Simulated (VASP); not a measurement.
A run of VASP 6.6.1 is set up as follows.

The input INCAR:

```
  PREC = Accurate
  ENCUT = 520
  EDIFF = 1E-7
  ISMEAR = 1
  SIGMA = 0.1
  LREAL = False
  LASPH = True
  NELM = 80
  ALGO = Normal
  ISIF = 2
  LWAVE = False
  LCHARG = False
  LMAXMIX = 4
  GGA = PE
  NBANDS = 30
  KPAR = 4
```

KPOINTS

```
Automatic mesh
0
Gamma
  8 8 12
```

Contents of POSCAR:

```
IrO2                                    
1.0
    4.4837704648      0.0000000000      0.0000000000
   -0.0000000000      4.4837704648      0.0000000000
    0.0000000000      0.0000000000      3.1637946960
  Ir              O             
     2     4
Direct
     0.0000000000000000    0.0000000000000000    0.0000000000000000
     0.5000000000000000    0.5000000000000000    0.5000000000000000
     0.3088508816894303    0.3088508816894303    0.0000000000000000
     0.1911491183105698    0.8088508816894302    0.5000000000000000
     0.6911491183105698    0.6911491183105698    0.0000000000000000
     0.8088508816894302    0.1911491183105698    0.5000000000000000
```

The input KPOINTS_OPT:

```
explicit points
168
Reciprocal
 0.0000000000  0.0000000000  0.0000000000 1
 0.0000000000  0.0555555556  0.0000000000 1
 0.0000000000  0.1111111111  0.0000000000 1
 0.0000000000  0.1666666667  0.0000000000 1
 0.0000000000  0.2222222222  0.0000000000 1
 0.0000000000  0.2777777778  0.0000000000 1
[... 160 lines left out ...]
 0.0000000000  0.0000000000  0.5175947400 1
 0.0000000000  0.0000000000  0.4824052600 1
```

Potentials or basis: VASP PAW PBE potentials, release 64 (Ir, O).

Launch:

```sh
$ cat potpaw_PBE.64/Ir/POTCAR potpaw_PBE.64/O/POTCAR > POTCAR
$ mpirun -np 4 vasp_std > vasp.out
```

Question: What does it give for the largest force?

Answer: 0.059 eV/Å.

Question: What does it give for the pressure?

Answer: 9.6 GPa.

Question: Estimate the band gap along the path.

Answer: None (metal or under the smearing width).

Forces in eV/Å, atoms in the order of the input:
```
Ir   0.000  0.000  0.000
Ir   0.000  0.000  0.000
O   -0.041 -0.041  0.000
O    0.041 -0.041  0.000
O    0.041  0.041  0.000
O   -0.041  0.041  0.000
```

Caveat: spin-orbit coupling is left out, which moves the levels of the heavy elements.
